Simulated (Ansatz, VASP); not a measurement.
# SrO: VASP beside Ansatz

```
Sr O
1.0
     4.29032    0.00000    0.00000
    -2.14516    3.71552    0.00000
     0.00000    0.00000    5.18415
Sr O
2 2
Direct
  0.33333 0.66667 0.93750
  0.66667 0.33333 0.43750
  0.33333 0.66667 0.43750
  0.66667 0.33333 0.93750
```

Alike in both runs: functional PBE; k mesh 6 × 6 × 6; occupations gaussian, width 0.02 eV; no spin polarisation.

Ansatz relaxed the structure, and its values are those at the end. VASP's run is a single point on that final structure, the one shown.

```csv
,VASP,Ansatz
version,VASP 6.6.1,Ansatz 0.2.0
potentials or method,"VASP PAW PBE potentials, release 64 (Sr_sv, O)","scalar-relativistic, plane waves, PAW"
plane-wave cutoff (eV),520,420
valence electrons in the cell,32,32
```

Ansatz gave:

| Property | Result |
| --- | --- |
| gap on the k mesh at the Fermi level (eV) | 2.61 |
| least direct gap on the mesh (eV) | 2.61 |
| pressure (GPa) | 0.0 |

**Question.** Estimate VASP's values.

**Answer.** gap on the k mesh at the Fermi level (eV): 2.59; least direct gap on the mesh (eV): 2.59; pressure (GPa): 0.4.

With one functional, cell and mesh, what is left measures potentials, basis and numerics.

A k mesh can miss the band edges. Expect the measured gap to be larger: semilocal functionals such as PBE lack the derivative discontinuity.
